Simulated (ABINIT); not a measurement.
The system is GaAs.

```
As Ga
1.0
     0.00000    2.82685    2.82685
     2.82685    0.00000    2.82685
     2.82685    2.82685    0.00000
As Ga
1 1
Direct
  0.75000 0.75000 0.75000
  0.00000 0.00000 0.00000
```

Base run:

- Program: ABINIT 10.8.3 (patched build)
- Functional: BLYP
- Potentials or basis: JTH PAW PBE v2.0
- Cutoff: 463 eV
- k mesh: 8 × 8 × 8
- Occupations: fermi-dirac, width 0.05 eV
- Spin: no spin polarisation

Its results: band gap on the k mesh 0.35 eV, direct; pressure 6.6 GPa.

Q: The run is repeated on the same cell with these changes: functional from BLYP to PBEsol. What comes out?

A: Band gap on the k mesh 0.44 eV, direct; pressure 0.2 GPa.

PBEsol binds more tightly than BLYP, so the same cell stands under less pressure.

Caveats: the PAW data sets were made with another functional, which shifts forces and pressure a little.
